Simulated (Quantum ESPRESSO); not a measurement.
Set up this calculation in Quantum ESPRESSO 7.5, as the native input.

- Task: relaxation of cell and atoms
- Functional: PBEsol
- Potentials or basis: GBRV 1.5 PBEsol
- Cutoff: 707 eV
- Density cutoff: 5633 eV
- k mesh: 11 × 11 × 11
- Occupations: fermi-dirac, width 0.05 eV
- Spin: no spin polarisation
- Target pressure: 20 GPa
- Mixing beta: 0.5
- Most SCF iterations: 120
- SCF threshold: 2e-10 Ry
- Most ionic steps: 40
- Forc conv thr: 0.0004 Ry/bohr
- Etot conv thr: 1e-05 Ry
- Ion dynamics: bfgs
- Cell dynamics: bfgs
- Press conv thr: 0.3 kbar

Crystal: Ti.

```
CELL_PARAMETERS angstrom
0.00000 2.03000 2.03000
2.03000 0.00000 2.03000
2.03000 2.03000 0.00000
ATOMIC_POSITIONS crystal
Ti 0.00000 0.00000 0.00000
```

This isn't the form of Ti at room conditions, which is hcp.

The input as run:

pw.in

```
&CONTROL
  calculation = 'vc-relax'
  prefix = 'pwscf'
  outdir = './tmp'
  pseudo_dir = './pseudo'
  tprnfor = .true.
  tstress = .true.
  disk_io = 'low'
  nstep = 40
  forc_conv_thr = 0.0004
  etot_conv_thr = 1d-05
/
&SYSTEM
  ibrav = 0
  A = 2.87085353
  nat = 1
  ntyp = 1
  ecutwfc = 52
  ecutrho = 414
  nbnd = 12
  occupations = 'smearing'
  smearing = 'fd'
  degauss = 0.00367493
/
&ELECTRONS
  conv_thr = 2d-10
  electron_maxstep = 120
  mixing_beta = 0.5
/
&IONS
  ion_dynamics = 'bfgs'
/
&CELL
  cell_dynamics = 'bfgs'
  press = 200
  press_conv_thr = 0.3
/
ATOMIC_SPECIES
Ti    47.8670 ti_pbesol_v1.4.uspp.F.UPF
CELL_PARAMETERS alat
   0.0000000000    0.7071067816    0.7071067816
   0.7071067816    0.0000000000    0.7071067816
   0.7071067816    0.7071067816    0.0000000000
ATOMIC_POSITIONS alat
Ti     0.0000000000    0.0000000000    0.0000000000
K_POINTS automatic
11 11 11 0 0 0
```

Potentials or basis: GBRV 1.5 PBEsol.

Run with:

```sh
$ OMP_NUM_THREADS=1 mpirun -n 2 pw.x -nk 2 -in pw.in > pw.out
```

Results of the run:

* Relaxed volume: 14.52 Å³/atom
* Relaxed cell: a = 2.738 Å, b = 2.738 Å, c = 2.738 Å, α = 60.00°, β = 60.00°, γ = 60.00°
* Space group after relaxing (to 0.05 Å): Fm-3m (No. 225)
* Energy change on relaxing (the enthalpy is what falls): +119.6 meV/atom
* Ionic steps: 5
* Pressure after relaxing: 20.0 GPa
* Band gap on the k mesh: none (metal or under the smearing width)

Run time: 19 s on 2 MPI ranks on Arm Neoverse V1 (shared host), peak memory 0.14 GiB a rank.
